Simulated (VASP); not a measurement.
# A VASP 6.6.1 single-point calculation on BN

INCAR

```
NSW = 0
NELM = 73
LASPH = .TRUE.
ISMEAR = -1
EDIFF = 1E-7
IBRION = -1
ISIF = 2
SIGMA = 0.02
LWAVE = .FALSE.
PREC = Accurate
LREAL = .FALSE.
LCHARG = .FALSE.
LMAXMIX = 4
NBANDS = 11
GGA = PE
ENCUT = 520
```

KPOINTS

```
KPOINTS created by Atomic Simulation Environment
0
Gamma
12 12 12
0 0 0
```

POSCAR

```
B  N
 1.0000000000000000
     1.2501241103770087    0.7217594916299408    3.1840344343037779
    -1.2501241103770087    0.7217594916299408    3.1840344343037779
     0.0000000000000000   -1.4435189833098814    3.1840344342924438
 B   N
   1   1
Cartesian
  0.0000000000000001 -0.0000000000499878  9.5497637298111560
 -0.0000000000000000 -0.0000000000166338  3.1777739303818007
```

The recommended PBE PAW datasets give the neutral cell 8 valence electrons.

Command

```
mpirun -np 1 vasp_std
```

OSZICAR

```
N       E                     dE             d eps       ncg     rms          rms(c)
DAV:   1     0.138376723809E+02    0.13838E+02   -0.47447E+03  4230   0.694E+02
DAV:   2    -0.185705350344E+02   -0.32408E+02   -0.31023E+02  4906   0.164E+02
DAV:   3    -0.193187811667E+02   -0.74825E+00   -0.74713E+00  5090   0.229E+01
DAV:   4    -0.193208293031E+02   -0.20481E-02   -0.20481E-02  4557   0.133E+00
DAV:   5    -0.193208367838E+02   -0.74806E-05   -0.74806E-05  5041   0.711E-02    0.798E+00
DAV:   6    -0.177422180188E+02    0.15786E+01   -0.51644E+00  4723   0.127E+01    0.365E+00
DAV:   7    -0.175940124155E+02    0.14821E+00   -0.23850E-01  4977   0.368E+00    0.223E+00
DAV:   8    -0.175579677853E+02    0.36045E-01   -0.10760E-01  5049   0.205E+00    0.261E-01
DAV:   9    -0.175582216793E+02   -0.25389E-03   -0.24744E-03  4569   0.411E-01    0.138E-01
DAV:  10    -0.175585404337E+02   -0.31875E-03   -0.45361E-04  4716   0.157E-01    0.236E-02
DAV:  11    -0.175585604315E+02   -0.19998E-04   -0.42200E-05  4924   0.447E-02    0.199E-02
DAV:  12    -0.175585597415E+02    0.69004E-06   -0.80197E-06  4667   0.189E-02    0.160E-03
DAV:  13    -0.175585598538E+02   -0.11231E-06   -0.31295E-07  4848   0.490E-03    0.551E-04
DAV:  14    -0.175585598658E+02   -0.12027E-07   -0.15515E-08  3947   0.876E-04
   1 F= -.17558560E+02 E0= -.17558560E+02  d E =-.439967E-13
```

From OUTCAR

```
k-points           NKPTS =    189   k-points in BZ     NKDIM =    189   number of bands    NBANDS=     11

   NELECT =       8.0000    total number of electrons

   dimension x,y,z NGX =    28 NGY =   28 NGZ =   28
   dimension x,y,z NGXF=    56 NGYF=   56 NGZF=   56

  energy-cutoff  :      520.00
  volume of cell :       17.24
      direct lattice vectors                 reciprocal lattice vectors
     1.250124110  0.721759492  3.184034434     0.399960289  0.230917180  0.104688985
    -1.250124110  0.721759492  3.184034434    -0.399960289  0.230917180  0.104688985
     0.000000000 -1.443518983  3.184034434     0.000000000 -0.461834361  0.104688985

 k-points in reciprocal lattice and weights: KPOINTS created by Atomic Simulation Env
   0.00000000  0.00000000  0.00000000       0.001
   0.08333333  0.00000000  0.00000000       0.003
   0.16666667 -0.00000000  0.00000000       0.003
   0.25000000  0.00000000  0.00000000       0.003
   0.33333333  0.00000000  0.00000000       0.003
   0.41666667  0.00000000  0.00000000       0.003
   0.50000000  0.00000000  0.00000000       0.002
   0.08333333  0.08333333  0.00000000       0.003
   ...

 E-fermi :   3.1609

 k-point     1 :       0.0000    0.0000    0.0000
  band No.  band energies     occupation
      1     -15.2446      2.00000
      2      -1.2272      2.00000
      3       1.3436      2.00000
      4       1.3436      2.00000
      5       8.1582      0.00000
      6      14.3362      0.00000
      7      14.3362      0.00000
      8      15.8802      0.00000
      9      17.7125      0.00000
     10      28.7101      0.00000
     11      31.4823      0.00000

 k-point     2 :       0.0833    0.0000    0.0000
  band No.  band energies     occupation
      1     -15.1047      2.00000
      2      -1.0886      2.00000
      3       0.7732      2.00000
      4       1.0871      2.00000
      5       8.4498      0.00000
      6      14.2691      0.00000
      7      14.9295      0.00000
      8      15.3988      0.00000
      9      18.1382      0.00000
     10      28.8277      0.00000
     11      29.3609      0.00000

 k-point     3 :       0.1667   -0.0000    0.0000
  band No.  band energies     occupation
      1     -14.6926      2.00000
      2      -0.7464      2.00000
      3      -0.5874      2.00000
      4       0.4623      2.00000
      5       9.2007      0.00000
      6      13.9896      0.00000
      7      14.2898      0.00000
      8      16.5434      0.00000
      9      19.1632      0.00000
     10      26.1208      0.00000
     11      27.9186      0.00000

 k-point     4 :       0.2500    0.0000    0.0000
  band No.  band energies     occupation
      1     -14.0366      2.00000
      2      -2.4750      2.00000
      3      -0.2623      2.00000
      4      -0.0036      2.00000
      5      10.1507      0.00000
      6      12.4423      0.00000
      7      14.1787      0.00000
      8      18.8309      0.00000
      9      20.2103      0.00000
     10      24.0025      0.00000
     11      26.2853      0.00000

 k-point     5 :       0.3333    0.0000    0.0000
  band No.  band energies     occupation
      1     -13.2075      2.00000
      2      -4.2843      2.00000
      3      -0.8850      2.00000
      4       0.8491      2.00000
      5       9.9986      0.00000
      6      11.8981      0.00000
      7      14.4128      0.00000
      8      20.2320      0.00000
      9      21.3982      0.00000
     10      23.2840      0.00000
     11      25.1038      0.00000

 ...

  Total        0.5913256      0.5913256      0.4728971      0.0000000      0.0000000     -0.0000000
  in kB       54.9620129     54.9620129     43.9544198      0.0000000      0.0000000     -0.0000000
  external PRESSURE =      51.2928152 kB  Pullay stress =       0.0000000 kB

 POSITION                                       TOTAL-FORCE (eV/Angst)
 -----------------------------------------------------------------------------------
      0.00000     -0.00000      9.54976         0.000000     -0.000000      0.004655
      0.00000     -0.00000      3.17777         0.000000      0.000000     -0.004655
 -----------------------------------------------------------------------------------
    total drift:                                0.000000     -0.000000      0.000008

  FREE ENERGIE OF THE ION-ELECTRON SYSTEM (eV)
  ---------------------------------------------------
  free  energy   TOTEN  =       -17.5585598658 eV

  energy  without entropy=      -17.5585598658  energy(sigma->0) =      -17.55855987
```

It converged. Results: gap between bands v and c on the k mesh 4.14 eV; least direct gap on the k mesh 4.72 eV; pressure 5.1 GPa. Band v is the last that the valence electrons fill when counted band by band, and c is the next.

For comparison, a separate PBE run of the intended cell, on usual settings and not on those above, gives a gap of 4.14 eV on its mesh and a pressure of 5.1 GPa.

The run above took about 60 s on one core of a shared host (Intel Xeon Platinum 8488C) and held 0.17 GiB at most.
